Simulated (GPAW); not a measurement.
Crystal: Ge.

```xyz
2
Lattice="-2.4959 2.6509 1.4369 2.4959 -2.6509 1.4369 2.4959 2.6509 -1.4369" Properties=species:S:1:pos:R:3 pbc="T T T"
Ge    0.0000    1.3254    0.1841
Ge    2.4959    1.3254    1.2529
```

This isn't the form of Ge at room conditions, which is diamond.

- Program: GPAW 26.7.0
- Task: relaxation of cell and atoms
- Functional: revPBE
- Potentials or basis: the program's PAW data sets (release 1.2.1) made for this functional
- Cutoff: 600 eV
- Basis: pw
- k mesh: 8 × 8 × 8
- Occupations: fermi-dirac, width 0.05 eV
- Spin: no spin polarisation

At the start: pressure 2.1 GPa; volume 19.01 Å³/atom.

Task: Where does the relaxation end?

Result: Over 7 steps the energy falls by 4.6 meV/atom and the volume is 19.61 Å³/atom (+3.1 %); space group Imma (No. 74, to 0.05 Å).

Step by step:
```tsv
step	energy change (eV)	largest force (eV/Å)	pressure (GPa)	volume (Å³)
1	0.0000	0.0168	2.06	38.03
2	-0.0026	0.0158	1.67	38.23
3	-0.0087	0.0123	-0.06	39.19
4	-0.0088	0.0124	-0.13	39.24
5	-0.0091	0.0142	-0.27	39.33
6	-0.0092	0.0167	-0.22	39.30
7	-0.0093	0.0186	-0.06	39.21
```

Final structure:
```
Ge
1.0
    -2.50251    2.65973    1.47279
     2.50251   -2.65973    1.47279
     2.50251    2.65973   -1.47279
Ge
2
Direct
  0.31607 0.06607 0.25000
  0.68393 0.93393 0.75000
```

Caveat: later steps reuse the first step's grids.
